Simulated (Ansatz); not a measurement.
# GaN (F-43m) in Ansatz: a series of runs

One crystal, GaN, is run at these levels: PBE; tasks: phonons, elastic constants.

All numbers are computed with Ansatz 0.2.0; they aren't measurements. Logs are shortened: lines on timing, memory, paths and dates and some standing lists are left out, and cuts for length are marked.

**The experiment to reproduce.**

A printed reference work, textbook reports, for a bulk crystal of GaN at 0 K: band gap 3.299 eV (direct).

The results are compared with them further down.

### 1 Starting point

The structure is cubic, space group F-43m (No. 216). The conventional cell has a = 4.507 Å, b = 4.507 Å, c = 4.507 Å, α = 90.00°, β = 90.00°, γ = 90.00°. Ga (site symmetry -43m) is surrounded by 4 N at 1.95 Å. Around N (site symmetry -43m) lie 4 Ga at 1.95 Å.

The cell is a database's computed one.

### 2 Phonons, PBE

input.yaml reads:

```yaml
crystal:
  lattice:
    - [0.0, 2.2535006075, 2.2535006075]
    - [2.2535006075, 0.0, 2.2535006075]
    - [2.2535006075, 2.2535006075, 0.0]
  atoms:
    - { symbol: Ga, position: [0.0, 0.0, 0.0] }
    - { symbol: "N", position: [0.25, 0.25, 0.25] }
kpoints:
  mp_grid: { grid: [10, 10, 10] }
scf:
  occupations: { method: fermi_dirac, width: 0.05 }
hamiltonian:
  xc: pbe
  pseudopotentials: { kind: all_electron, lapw: { basis_error: 0.002 } }
output: {}
phonons:
  method: fd
  supercell: [1, 1, 1]
```

Potentials or basis: all-electron LAPW, scalar-relativistic.

Launch:

```bash
$ ansatz run input.yaml --threads 1 --pin off --max-ram 3072MiB --backend cpu --events-out ev --progress --plain --runs-dir out
```

The program printed:

```text
Warning: RAYON_NUM_THREADS=1 ignored (pool sized by the plan → 1); use --threads N
LAPW: plane waves up to 10.440 Å⁻¹, error target 2.0e-3 eV per atom; small_component_spin mean_spin; N in spheres of 0.826 Å, 7 of its electrons in bands, Dirac shells []; Ga in spheres of 1.067 Å, 21 of its electrons in bands, Dirac shells [] (how accurate: hamiltonian.pseudopotentials.lapw.basis_error, Limitations)
Engine: ansatz 0.2.0, aarch64-unknown-linux-gnu
Pseudopotentials: kind: all_electron
Pseudopotential: Ga, LAPW, valence charge 21, lapw/all_electron/scalar/gaussian/Ga, Koelling and Harmon's equation, gaussian nucleus
Pseudopotential: N, LAPW, valence charge 7, lapw/all_electron/scalar/gaussian/N, Koelling and Harmon's equation, gaussian nucleus
Functional definition: PBE
  parameter kappa = 0.804
  parameter beta = 0.06672455060314922
  exchange = pbe_x(kappa = kappa, mu = beta*pi^2/3)
  correlation = pbe_c(beta = beta)
Crystal: 2 atoms, lattice volume = 22.888 Å³
Basis set: ecut = 415.28651666153394 eV, 459 PW (Γ), exchange–correlation at level 2
Bands: 18, of which v1, the nominal top of the filled ones, is band 14 counted from 1 (13 counted from 0)
Symmetry: 24 space group operations
k-points: 47 of 1000 (time reversal used)
Non-local potential: Ga, projectors of the file, none
Non-local potential: N, projectors of the file, none
Initial density: superposition of atomic densities (chi_scale 0.1, normalization cell, long waves kept (reshape's long-wave potential 0.00 eV rms))
Initial wavefunctions: plane waves of lowest kinetic energy (no species holds an atomic orbital)
Functional: x = pbe(κ = 0.804, μ = 0.2195149727645171), c = pbe(β = 0.06672455060314922)
iter 1 solved again at ethr=1.97e-2 eV; its pass at ethr=1.00e-1 eV (dr2=5.52e0 eV) is discarded
SCF iter   1: F=—  HF=-54392.851146 eV  |F-HF|=—  |Δ(HF+E_count)|=         —  Δρ=1.38e-1  dr2=5.52e0  ethr=1.97e-2  ⟨swp⟩=2.0  Hψ=5454  notcnv=0
preconditioner: auto → none  [insulator: Δε(μ)=3.174 eV  Ē_g=18.314 eV  σ=0.050 eV  W_gap=1.00  n_scr=14 (ndim 8)  ℏωp=32.9 eV  f_vac=0.000  D(μ)=0.00/eV (n_scr^D=0)  ε∞_Penn≈4.2]
SCF iter   2: F=—  HF=-54391.348504 eV  |F-HF|=—  |Δ(HF+E_count)|=    1.50e0  Δρ=6.24e-2  dr2=7.45e-1  ethr=1.97e-2  ⟨swp⟩=3.0  Hψ=2677  notcnv=0
iter 3 solved again at ethr=1.43e-4 eV; its pass at ethr=2.66e-3 eV (dr2=3.99e-2 eV) is discarded
SCF iter   3: F=—  HF=-54390.862481 eV  |F-HF|=—  |Δ(HF+E_count)|=   4.86e-1  Δρ=1.56e-2  dr2=4.00e-2  ethr=1.43e-4  ⟨swp⟩=2.0  Hψ=4411  notcnv=0
SCF iter   4: F=—  HF=-54390.863781 eV  |F-HF|=—  |Δ(HF+E_count)|=         —  Δρ=2.65e-3  dr2=1.65e-3  ethr=1.43e-4  ⟨swp⟩=2.0  Hψ=2423  notcnv=0
the basis was enlarged: its passes take 115.8 KiB over the memory plan, 1 of 1 planned eigensolver slots
SCF iter   5: F=—  HF=-54390.858193 eV  |F-HF|=—  |Δ(HF+E_count)|=   5.59e-3  Δρ=4.82e-4  dr2=4.65e-5  ethr=5.91e-6  ⟨swp⟩=3.0  Hψ=2499  notcnv=0
SCF iter   6: F=—  HF=-54390.858114 eV  |F-HF|=—  |Δ(HF+E_count)|=   7.85e-5  Δρ=2.59e-4  dr2=6.13e-6  ethr=1.66e-7  ⟨swp⟩=3.0  Hψ=2377  notcnv=0
SCF iter   7: F=—  HF=-54390.858119 eV  |F-HF|=—  |Δ(HF+E_count)|=   4.28e-6  Δρ=4.69e-5  dr2=2.27e-7  ethr=2.19e-8  ⟨swp⟩=3.0  Hψ=2370  notcnv=0
SCF iter   8: F=—  HF=-54390.858119 eV  |F-HF|=—  |Δ(HF+E_count)|=   2.04e-7  Δρ=3.60e-6  dr2=1.63e-9  ethr=8.11e-10  ⟨swp⟩=3.0  Hψ=2390  notcnv=0
SCF iter   9: F=-54390.858119 eV  HF=-54390.858119 eV  |F-HF|=1.46e-11  |Δ(HF+E_count)|=   3.20e-9  Δρ=2.03e-7  dr2=5.10e-12  ethr=5.83e-12  ⟨swp⟩=3.0  Hψ=2449  notcnv=0
SCF 1 converged in 9 iterations: F = -54390.858119 eV  dr2 = 5.10e-12
Symmetry: 4 space group operations
k-points: 171 of 1000 (time reversal used)
Initial density: handed on by an earlier stage of this run
Initial wavefunctions: plane waves of lowest kinetic energy (no species holds an atomic orbital; no wavefunctions were taken with the density)
iter 1 solved again at ethr=2.21e-7 eV; its pass at ethr=1.00e-1 eV (dr2=6.19e-5 eV) is discarded
SCF iter   1: F=—  HF=-54390.857496 eV  |F-HF|=—  |Δ(HF+E_count)|=         —  Δρ=6.37e-4  dr2=5.96e-5  ethr=2.21e-7  ⟨swp⟩=4.2  Hψ=25423  notcnv=0
preconditioner: auto → none  [insulator: Δε(μ)=1.713 eV  Ē_g=18.763 eV  σ=0.050 eV  W_gap=1.00  n_scr=14 (ndim 8)  ℏωp=32.9 eV  f_vac=0.051  D(μ)=0.00/eV (n_scr^D=0)  ε∞_Penn≈4.1]
SCF iter   2: F=—  HF=-54390.857494 eV  |F-HF|=—  |Δ(HF+E_count)|=   1.54e-6  Δρ=2.75e-4  dr2=8.32e-6  ethr=2.13e-7  ⟨swp⟩=2.7  Hψ=8291  notcnv=0
iter 3 solved again at ethr=9.37e-10 eV; its pass at ethr=2.97e-8 eV (dr2=2.62e-7 eV) is discarded
SCF iter   3: F=—  HF=-54390.857499 eV  |F-HF|=—  |Δ(HF+E_count)|=   4.96e-6  Δρ=5.01e-5  dr2=2.61e-7  ethr=9.37e-10  ⟨swp⟩=2.0  Hψ=14398  notcnv=0
SCF iter   4: F=—  HF=-54390.857499 eV  |F-HF|=—  |Δ(HF+E_count)|=   3.20e-7  Δρ=1.86e-5  dr2=8.50e-8  ethr=9.31e-10  ⟨swp⟩=3.0  Hψ=8624  notcnv=0
SCF iter   5: F=—  HF=-54390.857499 eV  |F-HF|=—  |Δ(HF+E_count)|=   3.72e-8  Δρ=2.54e-6  dr2=5.99e-10  ethr=3.04e-10  ⟨swp⟩=2.9  Hψ=8558  notcnv=0
SCF iter   6: F=-54390.857499 eV  HF=-54390.857499 eV  |F-HF|=7.28e-12  |Δ(HF+E_count)|=  2.11e-10  Δρ=3.52e-7  dr2=2.17e-11  ethr=4.44e-12 (applied; sched 2.14e-12)  ⟨swp⟩=3.0  Hψ=8900  notcnv=0
SCF 2 converged in 6 iterations: F = -54390.857499 eV  dr2 = 2.17e-11
iter 1 solved again at ethr=1.49e-6 eV; its pass at ethr=1.00e-1 eV (dr2=4.16e-4 eV) is discarded
SCF iter   1: F=—  HF=-54390.857662 eV  |F-HF|=—  |Δ(HF+E_count)|=         —  Δρ=1.20e-3  dr2=4.12e-4  ethr=1.49e-6  ⟨swp⟩=4.1  Hψ=24125  notcnv=0
iter 2 solved again at ethr=1.22e-7 eV; its pass at ethr=1.47e-6 eV (dr2=3.41e-5 eV) is discarded
SCF iter   2: F=—  HF=-54390.857504 eV  |F-HF|=—  |Δ(HF+E_count)|=   1.57e-4  Δρ=4.11e-4  dr2=3.41e-5  ethr=1.22e-7  ⟨swp⟩=2.0  Hψ=14907  notcnv=0
SCF iter   3: F=—  HF=-54390.857499 eV  |F-HF|=—  |Δ(HF+E_count)|=   5.39e-6  Δρ=1.09e-4  dr2=1.16e-6  ethr=1.22e-7  ⟨swp⟩=3.0  Hψ=8654  notcnv=0
SCF iter   4: F=—  HF=-54390.857499 eV  |F-HF|=—  |Δ(HF+E_count)|=   4.27e-7  Δρ=2.61e-5  dr2=1.67e-7  ethr=4.16e-9  ⟨swp⟩=2.8  Hψ=8550  notcnv=0
SCF iter   5: F=—  HF=-54390.857499 eV  |F-HF|=—  |Δ(HF+E_count)|=   7.17e-8  Δρ=4.11e-6  dr2=2.04e-9  ethr=5.98e-10  ⟨swp⟩=2.9  Hψ=8559  notcnv=0
SCF iter   6: F=-54390.857499 eV  HF=-54390.857499 eV  |F-HF|=5.75e-10  |Δ(HF+E_count)|=  2.04e-10  Δρ=6.83e-7  dr2=6.52e-11  ethr=7.28e-12  ⟨swp⟩=3.0  Hψ=8851  notcnv=0
SCF 3 converged in 6 iterations: F = -54390.857499 eV  dr2 = 6.52e-11
SCF converged after 9 iterations
Free energy (F): -54390.858119 eV
Harris-Foulkes:  -54390.858119 eV  (|F-HF|=1.46e-11)
Internal energy: -54390.858119 eV  (E = F + TS)
E sigma→0 (E₀):  -54390.858119 eV
Fermi energy:    12.312225 eV
--- Per-component energies (eV) ---
  E_band       = -1451.227733
  E_kinetic    = 55428.890204
  E_xc         = -2248.782506
  E_electrostatic = -107570.965817  (all electrons and nuclei)
  E_smearing   = -0.000000  (= −TS)
  E_closure    = 0.000000  (closes the sum)
  E_atoms      = -54378.687074  (free atoms, spherical and without spin; not in F)
  Σ components = -54390.858119   (vs F -54390.858119, Δ=0.00e0)
  Basis errors (estimates in eV, not in F): energy 9.0e-4 per atom: plane waves 8.2e-4 (5.0e-4 summed), levels above the bands 3.0e-102, relativity 1.0e-7, radial functions 8.4e-5, core shells 7.5e-10; eigenvalues (radial functions only) 7.3e-6; not estimated: angular momenta, meshes, grids; target (lapw.basis_error) 2.0e-3; muffin-tin radii N 0.826 Å, Ga 1.067 Å
--- Forces (eV/Å), atoms counted from 1 ---
  atom   1  Ga    -0.00000000     0.00000000     0.00000000
  atom   2  N      0.00000000    -0.00000000     0.00000000
  max |Σ_I F_I| component: 3.70e-17 eV/Å
--- Band table (eV; the first three rows and the last of 47) ---
  k-point 0: bands = ["-363.7362", "-130.6402", "-81.3839", "-81.3839", "-81.3839", "-4.5284", "-2.0913", "-2.0913", "-2.0913", "-1.7759", "-1.7759", "11.4007", "11.4007", "11.4007", "13.1348", "21.7147", "21.7147", "21.7147"]
  k-point 1: bands = ["-363.7362", "-130.6402", "-81.3840", "-81.3839", "-81.3839", "-4.4194", "-2.0778", "-2.0778", "-2.0514", "-1.7772", "-1.7772", "10.3034", "11.2943", "11.2943", "13.9910", "21.2166", "21.8779", "21.8779"]
  k-point 2: bands = ["-363.7362", "-130.6401", "-81.3844", "-81.3840", "-81.3840", "-4.1464", "-2.0465", "-2.0465", "-1.8846", "-1.7759", "-1.7759", "8.4943", "11.0325", "11.0325", "15.0707", "20.4370", "22.1392", "22.1392"]
  k-point 46: bands = ["-363.7362", "-130.6401", "-81.3850", "-81.3848", "-81.3845", "-3.4767", "-1.9520", "-1.9075", "-1.7776", "-1.7487", "0.1788", "5.6540", "7.8146", "7.8445", "17.2304", "19.6042", "22.1305", "22.5933"]
--- Phonons: 2 displaced members + reference (amplitude 0.01 Å, Σ member SCF iterations 12) ---
  symmetry images taken by strict's conditions (phonons.symmetry_images: auto; settled by no image being taken that strict refuses)
  ASR residual: 6.751e-4 → 0.000e0 eV/Å²; symmetrization residual: 1.291e-5 eV/Å²
  largest component of a force at the reference: 1.1e-16 eV/Å
  ASR residual per site (eV/Å²): 6.35e-5 6.75e-4
  Γ frequencies (cm⁻¹): 0.00 0.00 0.00 537.37 537.37 537.37
  density of states and harmonic sums: on the 24×24×24 q-mesh, interpolated from the force constants of a 1×1×1 supercell (no non-analytic term)
  largest difference from the sums on the solved wave vectors: F 3.68e-1 eV, S 6.26e-4 and C_V 2.58e-4 eV/K
  zero-point energy: 0.127787 eV/cell   skipped modes (ω ≤ 0): 3   left out of the sums: 3.62e-5 of the cell's modes: C_V's classical limit lies that fraction below 3 k_B per atom; for a crystal, a wire or a layer, F and S can be off by more, and a phonons.interpolated_qmesh denser along its periods is the remedy for the sampling
```

It took 83 s on 1 thread of Arm Neoverse V1, shared host; peak memory 0.46 GiB.

What came out:

| Item | Value |
| --- | --- |
| Free energy | -54390.8581 eV |
| Band gap on the k mesh | 1.73 eV, direct |
| Highest phonon frequency at Γ, LO-TO splitting left out | 537 cm⁻¹ |

Levels at points of the mesh, in eV from the valence-band top:
```csv
k point,band 10,band 11,band 12,band 13,band 14,band 15,band 16,band 17,band 18
"(0.00, 0.00, 0.00)",-13.18,-13.18,0.00,0.00,0.00,1.73,10.31,10.31,10.31
"(0.00, 0.00, -0.50)",-13.13,-11.91,-7.03,-0.97,-0.97,4.65,8.73,10.36,10.36
"(0.00, -0.50, -0.50)",-13.10,-11.48,-6.12,-2.70,-2.70,3.36,6.67,11.71,13.96
```

Phonon frequencies in cm⁻¹ (negative: imaginary):
| q point | frequencies |
| --- | --- |
| (0.000, 0.000, 0.000) | 0 0 0 537 537 537 |

### 3 Elastic constants, PBE

Changes to input.yaml since step 2:

```diff
@@ -9,3 +9,3 @@
 kpoints:
-  mp_grid: { grid: [10, 10, 10] }
+  mp_grid: { grid: [8, 8, 8] }
 scf:
@@ -15,5 +15,7 @@
   pseudopotentials: { kind: all_electron, lapw: { basis_error: 0.002 } }
-output: {}
-phonons:
-  method: fd
-  supercell: [1, 1, 1]
+output:
+  forces: true
+  stress: true
+elastic:
+  mode: relaxed_ion
+  stencil: two_point
```

Potentials or basis: all-electron LAPW, scalar-relativistic.

Launch:

```bash
$ ansatz run input.yaml --threads 1 --pin off --max-ram 3072MiB --backend cpu --events-out ev --progress --plain --runs-dir out
```

Wall time 2.6 min (1 thread of Arm Neoverse V1, shared host); peak memory 0.37 GiB.

The run converged. Its results:

```
Free energy                     : -54390.8577 eV
Pressure                        : 4.9 GPa
Band gap on the k mesh          : 1.73 eV, direct
Elastic constants C11, C12, C44 : 274, 153, 150 GPa
Voigt bulk modulus              : 194 GPa
```

Levels at points of the mesh, in eV from the valence-band top:
| k point | band 10 | band 11 | band 12 | band 13 | band 14 | band 15 | band 16 | band 17 | band 18 |
| --- | --- | --- | --- | --- | --- | --- | --- | --- | --- |
| (0.00, 0.00, 0.00) | -13.18 | -13.18 | 0.00 | 0.00 | 0.00 | 1.73 | 10.31 | 10.31 | 10.31 |
| (0.00, 0.00, -0.50) | -13.13 | -11.91 | -7.03 | -0.97 | -0.97 | 4.65 | 8.73 | 10.36 | 10.36 |
| (0.00, -0.50, -0.50) | -13.10 | -11.48 | -6.12 | -2.70 | -2.70 | 3.36 | 6.67 | 11.71 | 13.96 |

Elastic tensor in Voigt notation (GPa, in the Cartesian axes of the cell as first typed):
```
274 153 153   0   0   0
153 274 153   0   0   0
153 153 274   0   0   0
  0   0   0 150   0   0
  0   0   0   0 150   0
  0   0   0   0   0 150
```

Caveat: the cell is more than 3 GPa from zero pressure, which shifts response properties.

### 4 Comparison with measurements

Step 2. Against the measured gap of GaN, 3.299 eV (direct; 0 K; a printed reference work, textbook), the calculated 1.73 eV is off by -1.56 eV. Spin-orbit coupling on Ga is left out. The value is that of PBE, without temperature or zero-point motion. Semilocal functionals fall short of measured gaps as a rule. The cell is a database's relaxed one, not the measured one, which moves gaps too.

Step 3. A measured gap of GaN is 3.299 eV (direct; 0 K; a printed reference work, textbook); the calculated 1.73 eV misses it by -1.57 eV. Spin-orbit coupling on Ga is left out. The value is that of PBE, without temperature or zero-point motion. Semilocal functionals fall short of measured gaps as a rule. The cell is a database's relaxed one, not the measured one, which moves gaps too.
